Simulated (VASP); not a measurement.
**VASP 6.6.1 run: ZnO**

INCAR

```
IVDW = 12
ISIF = 2
ENCUT = 520
ISMEAR = -1
NBANDS = 26
PREC = Accurate
GGA = PE
LCHARG = .FALSE.
LASPH = .TRUE.
SIGMA = 0.02
EDIFF = 1E-7
NSW = 0
LWAVE = .FALSE.
IBRION = -1
NELM = 120
LREAL = Auto
```

KPOINTS

```
KPOINTS created by Atomic Simulation Environment
0
Gamma
12 12 6
0 0 0
```

POSCAR

```
Zn O
 1.0000000000000000
     3.0447329548520456   -0.0000000000288675    0.0000000000000000
    -1.5223664774010228    2.6368160866559638    0.0000000000000000
     0.0000000000000000    0.0000000000000000    5.2424986338000004
 Zn  O
   2   2
Cartesian
  0.0000000000000000  0.0000000000000000  0.0000000000000000
  0.0000000000000000  0.0000000000000000  2.6212493169000006
  0.0000000000166668  1.7578773910943535  1.3106246584500003
  1.5223664774343566  0.8789386955327431  3.9318739753500007
```

The recommended PBE PAW datasets give the neutral cell 36 valence electrons.

Command

```
mpirun -np 1 vasp_std
```

OSZICAR

```
N       E                     dE             d eps       ncg     rms          rms(c)
DAV:   1     0.286821495276E+03    0.28682E+03   -0.18489E+04  4064   0.208E+03
DAV:   2     0.943024986800E+01   -0.27739E+03   -0.26040E+03  4204   0.412E+02
DAV:   3    -0.194241552487E+02   -0.28854E+02   -0.28445E+02  4362   0.134E+02
DAV:   4    -0.199673119773E+02   -0.54316E+00   -0.54186E+00  4300   0.185E+01
DAV:   5    -0.199698045709E+02   -0.24926E-02   -0.24925E-02  4184   0.131E+00    0.124E+01
DAV:   6    -0.168376763203E+02    0.31321E+01   -0.59518E+00  6102   0.675E+01    0.818E+00
DAV:   7    -0.170019099182E+02   -0.16423E+00   -0.27234E+00  4326   0.171E+01    0.477E+00
DAV:   8    -0.169786331757E+02    0.23277E-01   -0.36203E-01  4800   0.523E+00    0.145E+00
DAV:   9    -0.169503517423E+02    0.28281E-01   -0.49126E-02  5392   0.434E+00    0.259E-01
DAV:  10    -0.169507163985E+02   -0.36466E-03   -0.13075E-02  3996   0.892E-01    0.553E-02
DAV:  11    -0.169508158626E+02   -0.99464E-04   -0.26540E-04  5078   0.348E-01    0.300E-02
DAV:  12    -0.169508173604E+02   -0.14978E-05   -0.88388E-05  4678   0.255E-01    0.808E-03
DAV:  13    -0.169508183902E+02   -0.10297E-05   -0.77100E-06  5654   0.449E-02    0.698E-03
DAV:  14    -0.169508179005E+02    0.48968E-06   -0.32020E-06  4424   0.161E-02    0.144E-03
DAV:  15    -0.169508177730E+02    0.12749E-06   -0.16712E-07  2844   0.397E-03    0.110E-03
DAV:  16    -0.169508176932E+02    0.79752E-07   -0.32223E-08  1992   0.218E-03
   1 F= -.17969136E+02 E0= -.17969136E+02  d E =-.987983E-07
```

From OUTCAR

```
k-points           NKPTS =     76   k-points in BZ     NKDIM =     76   number of bands    NBANDS=     26

   NELECT =      36.0000    total number of electrons

   dimension x,y,z NGX =    24 NGY =   24 NGZ =   40
   dimension x,y,z NGXF=    48 NGYF=   48 NGZF=   80

  energy-cutoff  :      520.00
  volume of cell :       42.09
      direct lattice vectors                 reciprocal lattice vectors
     3.044732955 -0.000000000  0.000000000     0.328436029  0.189622630  0.000000000
    -1.522366477  2.636816087  0.000000000     0.000000000  0.379245259  0.000000000
     0.000000000  0.000000000  5.242498634     0.000000000  0.000000000  0.190748738

 k-points in reciprocal lattice and weights: KPOINTS created by Atomic Simulation Env
   0.00000000  0.00000000  0.00000000       0.001
   0.08333333  0.00000000  0.00000000       0.007
   0.16666667  0.00000000  0.00000000       0.007
   0.25000000  0.00000000  0.00000000       0.007
   0.33333333  0.00000000  0.00000000       0.007
   0.41666667  0.00000000  0.00000000       0.007
   0.50000000  0.00000000  0.00000000       0.003
   0.08333333  0.08333333  0.00000000       0.007
   ...

 E-fermi :   2.2488

 k-point     1 :       0.0000    0.0000    0.0000
  band No.  band energies     occupation
      1     -15.9690      2.00000
      2     -14.9075      2.00000
      3      -4.9016      2.00000
      4      -3.5723      2.00000
      5      -3.5723      2.00000
      6      -3.4613      2.00000
      7      -2.8562      2.00000
      8      -2.8562      2.00000
      9      -2.8051      2.00000
     10      -2.8051      2.00000
     11      -2.4112      2.00000
     12      -2.4112      2.00000
     13      -1.4714      2.00000
     14       0.6273      2.00000
     15       1.0018      2.00000
     16       1.0018      2.00000
     17       2.0288      1.99997
     18       2.0288      1.99997
     19       2.4350      0.00018
     20       7.4762      0.00000
     21      10.1425      0.00000
     22      15.6418      0.00000
     23      15.6419      0.00000
     24      17.9961      0.00000
     25      19.4161      0.00000
     26      19.4395      0.00000

 k-point     2 :       0.0833    0.0000    0.0000
  band No.  band energies     occupation
      1     -15.9060      2.00000
      2     -14.8855      2.00000
      3      -4.7899      2.00000
      4      -3.5570      2.00000
      5      -3.5558      2.00000
      6      -3.4620      2.00000
      7      -2.8951      2.00000
      8      -2.8667      2.00000
      9      -2.8565      2.00000
     10      -2.7810      2.00000
     11      -2.4494      2.00000
     12      -2.4140      2.00000
     13      -1.4718      2.00000
     14       0.3193      2.00000
     15       0.7273      2.00000
     16       0.9481      2.00000
     17       1.6984      2.00000
     18       2.0050      1.99999
     19       3.1812      0.00000
     20       7.8730      0.00000
     21      10.0504      0.00000
     22      14.7356      0.00000
     23      15.7609      0.00000
     24      18.0259      0.00000
     25      18.3813      0.00000
     26      18.6467      0.00000

 ...

  Total      -1.63850    -1.63850    -1.96090     0.00000    -0.00000    -0.00000
  in kB     -62.37202   -62.37202   -74.64454     0.00000    -0.00000    -0.00000
  external pressure =      -66.46 kB  Pullay stress =        0.00 kB

 POSITION                                       TOTAL-FORCE (eV/Angst)
 -----------------------------------------------------------------------------------
      0.00000      0.00000      0.00000        -0.000000      0.000000      0.000000
      0.00000      0.00000      2.62125        -0.000000      0.000000      0.000000
      0.00000      1.75788      1.31062        -0.000000      0.000000      0.000000
      1.52237      0.87894      3.93187         0.000000     -0.000000     -0.000000
 -----------------------------------------------------------------------------------
    total drift:                                0.000000     -0.000000     -0.000000

  FREE ENERGIE OF THE ION-ELECTRON SYSTEM (eV)
  ---------------------------------------------------
  free  energy   TOTEN  =       -17.9691357417 eV

  energy  without entropy=      -17.9691356429  energy(sigma->0) =      -17.96913569
```

It converged. Results: gap between bands v and c on the k mesh 0.41 eV; least direct gap on the k mesh 0.41 eV; pressure -6.6 GPa. Band v is the last that the valence electrons fill when counted band by band, and c is the next.

For comparison, a separate PBE run of the intended cell, on usual settings and not on those above, gives a gap of 0.41 eV on its mesh and a pressure of -2.7 GPa.

The run above took about 2.2 min on one core of a shared host (Intel Xeon Platinum 8488C) and held 0.18 GiB at most.
